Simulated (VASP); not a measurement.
# Hf (P6_3/mmc) in VASP: settings compared

Aim: see how the results for Hf move with the level of theory and the settings. Levels: r2SCANh+D4, r2SCAN. Tasks: density of states, equation of state.

Everything below comes from runs of VASP 6.6.1. Logs are shortened: lines on timing, memory, paths and dates and some standing lists are left out, and cuts for length are marked.

## (1) The crystal as given

Symmetry: P6_3/mmc, No. 194, hexagonal system. Conventional cell: a = 3.187 Å, b = 3.187 Å, c = 5.041 Å, α = 90.00°, β = 90.00°, γ = 120.00°. Hf (site symmetry -6m2) is surrounded by 12 Hf at 3.12 to 3.19 Å.

## (2) Density of states, r2SCANh+D4 (atoms moved at random, drawn with an rms of 0.1 Å)

Contents of POSCAR:

```
Hf
3.1967
    1.000000000000      0.000000000000      0.000000000000
   -0.500000000000      0.866025403791      0.000000000000
    0.000000000000      0.000000000000      1.582194137705
Hf
2
Direct
    0.6504430000      0.2998370000      0.7442550000
    0.3321660000      0.6877430000      0.2508020000
```

Contents of INCAR.step1:

```
SYSTEM = Hf
  ALGO = Normal
  EDIFF = 1E-5
  ENCUT = 520
  GGA = PE
  ISIF = 2
  ISMEAR = 0
  LASPH = .TRUE.
  LCHARG = .FALSE.
  LMAXMIX = 4
  LREAL = .FALSE.
  LWAVE = .TRUE.
  NELM = 100
  PREC = Accurate
  SIGMA = 0.05
```

Contents of INCAR.step2:

```
SYSTEM = Hf
  AEXX = 0.1
  ALGO = Normal
  EDIFF = 1E-6
  ENCUT = 520
  ISIF = 2
  ISMEAR = -5
  ISTART = 1
  IVDW = 13
  LASPH = .TRUE.
  LCHARG = .FALSE.
  LHFCALC = .TRUE.
  LMAXMIX = 4
  LMIXTAU = .TRUE.
  LORBIT = 11
  LREAL = .FALSE.
  LWAVE = .FALSE.
  METAGGA = R2SCAN
  NEDOS = 2001
  NELM = 100
  PREC = Accurate
  PRECFOCK = Fast
  SIGMA = 0.05
  VDW_A1 = 0.4944
  VDW_A2 = 5.9019
  VDW_S6 = 1.0
  VDW_S8 = 0.8324
```

Contents of KPOINTS:

```
k-points
0
G
  5 5 3
  0 0 0
```

Potentials or basis: VASP PAW PBE potentials, release 64 (Hf_pv).

Command:

```
$ cat potpaw_PBE.64/Hf_pv/POTCAR > POTCAR
$ cp INCAR.step1 INCAR
$ mpirun -np 1 vasp_std > vasp.out
$ cp INCAR.step2 INCAR
$ mpirun -np 1 vasp_std > vasp.out
```

OUTCAR:

```text
SYSTEM = Hf
   AEXX = 0.1
   EDIFF = 1E-6
   ENCUT = 520
   ISIF = 2
   ISMEAR = -5
   ISTART = 1
   IVDW = 13
   LASPH = .TRUE.
   LHFCALC = .TRUE.
   LORBIT = 11
   LREAL = .FALSE.
   METAGGA = R2SCAN
   NELM = 100
   PREC = Accurate
   PRECFOCK = Fast

 ion  position               nearest neighbor table
   1  0.650  0.300  0.744-   2 3.02   2 3.07   2 3.13   2 3.17   2 3.19   2 3.22
   2  0.332  0.688  0.251-   1 3.02   1 3.07   1 3.13   1 3.17   1 3.19   1 3.22

  LATTYP: Found a hexagonal cell.
 ALAT       =     3.1967000000
 C/A-ratio  =     1.5821941377

  Lattice vectors:

 A1 = (   3.1967000000,   0.0000000000,   0.0000000000)
 A2 = (  -1.5983500000,   2.7684234083,   0.0000000000)
 A3 = (   0.0000000000,   0.0000000000,   5.0578000000)

Analysis of symmetry for initial positions (statically):
=====================================================================
 Subroutine PRICEL returns:
 Original cell was already a primitive cell.

 Routine SETGRP: Setting up the symmetry group for a
 hexagonal supercell.

 Subroutine GETGRP returns: Found  2 space group operations
 (whereof  1 operations were pure point group operations)
 out of a pool of 24 trial point group operations.

The static configuration has the point symmetry C_1 .
 The point group associated with its full space group is S_2 .

Analysis of symmetry for dynamics (positions and initial velocities):
=====================================================================
 Subroutine PRICEL returns:
 Original cell was already a primitive cell.

 Routine SETGRP: Setting up the symmetry group for a
 hexagonal supercell.

 Subroutine GETGRP returns: Found  2 space group operations
 (whereof  1 operations were pure point group operations)
 out of a pool of 24 trial point group operations.

The dynamic configuration has the point symmetry C_1 .
 The point group associated with its full space group is S_2 .

 Subroutine INISYM returns: Found  2 space group operations
 (whereof  1 operations are pure point group operations),
 and found     1 'primitive' translations

----------------------------------------------------------------------------------------

                                     Primitive cell

  volume of cell :      44.7606

  direct lattice vectors                    reciprocal lattice vectors
     3.196700000  0.000000000  0.000000000     0.312822598  0.180608211  0.000000000
    -1.598350000  2.768423408  0.000000000     0.000000000  0.361216423  0.000000000
     0.000000000  0.000000000  5.057800000     0.000000000  0.000000000  0.197714421

  length of vectors
     3.196700000  3.196700000  5.057800000     0.361216423  0.361216423  0.197714421

  position of ions in fractional coordinates (direct lattice)
     0.650443000  0.299837000  0.744255000
     0.332166000  0.687743000  0.250802000

  ion indices of the primitive-cell ions
   primitive index   ion index
                 1           1
                 2           2

----------------------------------------------------------------------------------------

 KPOINTS: k-points

Automatic generation of k-mesh.
 Grid dimensions read from file:
 generate k-points for:    5    5    3

 Generating k-lattice:

  Cartesian coordinates                     Fractional coordinates (reciprocal lattice)
     0.062564520  0.036121642  0.000000000     0.200000000  0.000000000  0.000000000
     0.000000000  0.072243285  0.000000000     0.000000000  0.200000000  0.000000000
     0.000000000  0.000000000  0.065904807     0.000000000  0.000000000  0.333333333

  Length of vectors
     0.072243285  0.072243285  0.065904807

  Shift w.r.t. Gamma in fractional coordinates (k-lattice)
     0.000000000  0.000000000  0.000000000

 TETIRR: Found    222 inequivalent tetrahedra from      450

 Subroutine IBZKPT returns following result:
 ===========================================

 Found     38 irreducible k-points:

 Following reciprocal coordinates:
            Coordinates               Weight
  0.000000  0.000000  0.000000      1.000000
  0.200000  0.000000  0.000000      2.000000
  0.000000  0.200000  0.000000      2.000000
 -0.200000  0.200000  0.000000      2.000000
  0.400000  0.000000  0.000000      2.000000
  0.000000  0.400000  0.000000      2.000000
[... 16 lines left out ...]
 -0.400000  0.400000  0.333333      2.000000
 -0.400000 -0.000000  0.333333      2.000000
 [... further k-points ...]
   k-points           NKPTS =     38   k-points in BZ     NKDIM =     75   number of bands    NBANDS=     14
   number of dos      NEDOS =   2001   number of ions     NIONS =      2
   total plane-waves  NPLWV =  23040
   dimension x,y,z NGX =    24 NGY =   24 NGZ =   40
   dimension x,y,z NGXF=    48 NGYF=   48 NGZF=   80
   ions per type =               2
   NGX,Y,Z   is equivalent  to a cutoff of  12.48, 12.48, 13.15 a.u.
   NGXF,Y,Z  is equivalent  to a cutoff of  24.96, 24.96, 26.30 a.u.
 SYSTEM =  Hf
   PREC   = accura    normal or accurate (medium, high low for compatibility)
   ISTART =      1    job   : 0-new  1-cont  2-samecut
   ICHARG =      0    charge: 1-file 2-atom 10-const
   ISPIN  =      1    spin polarized calculation?
   LNONCOLLINEAR =      F non collinear calculations
   LSORBIT =      F    spin-orbit coupling
   LASPH  =      T    aspherical Exc in radial PAW
   ENCUT  =  520.0 eV  38.22 Ry    6.18 a.u.   5.94  5.94  9.40*2*pi/ulx,y,z
   NELM   =    100;   NELMIN=  2; NELMDL=  0     # of ELM steps
   EDIFF  = 0.1E-05   stopping-criterion for ELM
   LREAL  =      F    real-space projection
   EDIFFG = 0.1E-04   stopping-criterion for IOM
   NSW    =      0    number of steps for IOM
   IBRION =     -1    ionic relax: 0-MD 1-quasi-New 2-CG
   NFREE  =      0    steps in history (QN), initial steepest desc. (CG)
   ISIF   =      2    stress and relaxation
   ISYM   =      3    0-nonsym 1-usesym 2-fastsym
   POTIM  = 0.5000    time-step for ionic-motion
   TEBEG  =    0.0;   TEEND  =   0.0 temperature during run
   PSTRESS=    0.0 pullay stress
   NELECT =      20.0000    total number of electrons
   NUPDOWN=      -1.0000    fix difference up-down
   EMIN   =  10.00;   EMAX   =-10.00  energy-range for DOS
   EFERMI =   0.00;   METHOD = LEGACY
   ISMEAR =    -5;   SIGMA  =   0.05  broadening in eV -4-tet -1-fermi 0-gaus
   EFERMI_NEDOS =   21; number of points for ismear=-14 and -15
   IALGO  =     38    algorithm
   IMIX   =      1    mixing-type and parameters
     AMIX     =   0.40;   BMIX     =  1.00
     AMIX_MAG =   1.60;   BMIX_MAG =  1.00
  volume/ion in A,a.u.               =      22.38       151.03
  Fermi-wavevector in a.u.,A,eV,Ry     =   1.251563  2.365112 21.312311  1.566411
  Thomas-Fermi vector in A             =   2.385505
   LORBIT       =     11    0 simple, 1 ext, 2 COOP (PROOUT), +10 PAW based schemes
   METAGGA = R2SCAN    functional components
   LHFCALC =     T    Hartree Fock is set to
   PRECFOCK=fast      Normal, Fast or Accurate (Low or Medium for compatibility)
   ENCUT4O =  -1.0   cutoff for four orbital integrals eV
   NKREDX  =     1    reduce k-point grid by
   NKREDY  =     1    reduce k-point grid by
   NKREDZ  =     1    reduce k-point grid by
   AEXX    =    0.1000 exact exchange contribution
   HFSCREEN=    0.0000 screening length (either q_TF or 0.3 A-1)
   HFSCREENC=   0.0000 screening length for correlation (either q_TF or 0.3 A-1)
   ENCUTFOCK=  -1.0 apply spherical cutoff to Coloumb kernel
   IVDW    =    13    specifies the selected vdW correction
   LEPSILON=     F    determine dielectric tensor
   LRPA    =     F    only Hartree local field effects (RPA)
 non-spin polarized calculation
 Fermi weights with tetrahedron method with Bloechl corrections
  energy-cutoff  :      520.00
  volume of cell :       44.76
 maximum number of plane-waves:      1216
  NGX = 14; NGY = 14; NGZ = 24

 number of electron      20.0000002 magnetization

 Free energy of the ion-electron system (eV)
  ---------------------------------------------------
  ext. energy  EPLUGINS =         0.00000000
  ---------------------------------------------------
  free energy    TOTEN  =       -85.48616683 eV

  energy without entropy =      -85.48616683  energy(sigma->0) =      -85.48616683

 E-fermi :   4.9724     XC(G=0): -11.0593

 val. band max:        4.9546538531   @ k =   0.0000   0.0000   0.0000
 cond. band min:       4.8556042241   @ k =  -0.2000  -0.4000   0.3333
 fundamental gap:     -0.0990496290
 Fermi energy:         4.9724170329

 k-point     1 :       0.0000    0.0000    0.0000
  band No.  band energies     occupation
      1     -28.4509      2.00000
      2     -27.6388      2.00000
      3     -27.5909      2.00000
      4     -27.5047      2.00000
      5     -27.5016      2.00000
      6     -27.4646      2.00000
      7      -3.4910      2.00000
      8       0.6190      2.00000
      9       4.9547      2.00000
     10       6.4231     -0.62681
     11       6.5232      0.00000
     12       6.6238      0.00000
     13       7.2091      0.00000
     14       7.6435      0.00000

 k-point     2 :       0.2000    0.0000    0.0000
  band No.  band energies     occupation
      1     -28.3467      2.00000
      2     -27.8295      2.00000
      3     -27.7079      2.00000
      4     -27.6795      2.00000
      5     -27.5470      2.00000
      6     -27.5093      2.00000
      7      -2.2644      2.00000
      8       1.6846      2.00000
      9       3.7651      2.00000
     10       4.5268      1.85508
[... 362 lines left out ...]
 k-point    24 :      -0.4000   -0.0000    0.3333
  band No.  band energies     occupation
      1     -28.2959      2.00000
      2     -28.1873      2.00000
      3     -27.8526      2.00000
      4     -27.7410      2.00000
      5     -27.6549      2.00000
      6     -27.6109      2.00000
      7       0.4843      2.00000
      8       1.4448      2.00000
      9       3.0179      2.00000
     10       3.7163      2.00000
     11       5.9101     -0.08202
     12       6.1916      0.00000
     13       7.1572      0.00000
     14       9.2804      0.00000

 [... further k-points ...]

------------------------ aborting loop because EDIFF is reached ----------------------------------------

  DFT-D4 for vdW energy calculation

  Edisp (eV):   -0.15399

  FORCE on cell =-STRESS in cart. coord.  units (eV):
  Direction    XX          YY          ZZ          XY          YZ          ZX
  --------------------------------------------------------------------------------------
  -------------------------------------------------------------------------------------
  Total      -0.72841     0.17571    -1.01758     0.05997     0.11663    -0.04361
  in kB     -26.07292     6.28960   -36.42370     2.14662     4.17461    -1.56082
  external pressure =      -18.74 kB  Pullay stress =        0.00 kB

 VOLUME and BASIS-vectors are now :
 -----------------------------------------------------------------------------
  energy-cutoff  :      520.00
  volume of cell :       44.76
      direct lattice vectors                 reciprocal lattice vectors
     3.196700000  0.000000000  0.000000000     0.312822598  0.180608211  0.000000000
    -1.598350000  2.768423408  0.000000000     0.000000000  0.361216423  0.000000000
     0.000000000  0.000000000  5.057800000     0.000000000  0.000000000  0.197714421

 POSITION                                       TOTAL-FORCE (eV/Angst)
 -----------------------------------------------------------------------------------
      1.60003      0.83008      3.76429        -0.080802      0.483974      0.070500
     -0.03742      1.90396      1.26851         0.080802     -0.483974     -0.070500
 -----------------------------------------------------------------------------------
    total drift:                                0.000001      0.000001      0.000000

  FREE ENERGIE OF THE ION-ELECTRON SYSTEM (eV)
  ---------------------------------------------------
  free  energy   TOTEN  =       -85.6401550981 eV

  energy  without entropy=      -85.6401550981  energy(sigma->0) =      -85.64015510

 total charge

# of ion       s       p       d       tot
------------------------------------------
    1        0.405   6.429   1.502   8.337
    2        0.405   6.429   1.502   8.337
--------------------------------------------------
tot          0.811  12.859   3.004  16.673
```

Wall time 24 min (1 thread of AMD EPYC 7R13 (Zen 3), shared host); peak memory 0.16 GiB.

What came out:

```
Free energy                                           : -85.6402 eV
Pressure                                              : -1.9 GPa
Largest force                                         : 0.496 eV/Å
Band gap on the k mesh                                : none (metal or under the smearing width)
Valence electrons inside the program's atomic spheres : Hf 8.34
Dispersion energy per atom                            : -0.077 eV
```

Forces in eV/Å, atoms in the order of the input:
```
Hf  -0.081  0.484  0.070
Hf   0.081 -0.484 -0.070
```

States per cell in windows of 1 eV (zero at the Fermi level; states under -8 eV left out):
```csv
from (eV),total,Hf1_d,Hf2_d,Hf1_p,Hf2_p,Hf1_s,Hf2_s
-8.0,0.11,0.00,0.00,0.00,0.00,0.02,0.02
-7.0,0.30,0.01,0.01,0.02,0.02,0.05,0.05
-6.0,0.40,0.02,0.02,0.02,0.02,0.06,0.06
-5.0,0.96,0.10,0.10,0.05,0.05,0.11,0.11
-4.0,1.46,0.24,0.24,0.08,0.08,0.11,0.11
-3.0,1.22,0.27,0.27,0.07,0.07,0.03,0.03
-2.0,2.78,0.65,0.65,0.25,0.25,0.02,0.02
-1.0,0.75,0.20,0.20,0.05,0.05,0.00,0.00
0.0,2.52,0.70,0.70,0.20,0.20,0.01,0.01
1.0,2.19,0.69,0.69,0.13,0.13,0.01,0.01
2.0,1.70,0.59,0.59,0.06,0.06,0.01,0.01
3.0,0.67,0.25,0.25,0.02,0.02,0.00,0.00
4.0,0.76,0.28,0.28,0.02,0.02,0.01,0.01
5.0,0.13,0.05,0.05,0.00,0.00,0.00,0.00
6.0,0.00,0.00,0.00,0.00,0.00,0.00,0.00
```

Caveat: the k mesh is coarse (spacing up to 0.45 Å⁻¹), so the values aren't converged, least of all with exact exchange; the PAW data sets were made with another functional, which shifts forces and pressure a little; pairwise dispersion overbinds metals, which lowers pressure and volume; tetrahedron occupations give inexact forces and stress in metals.

[end of part 1 of 2]
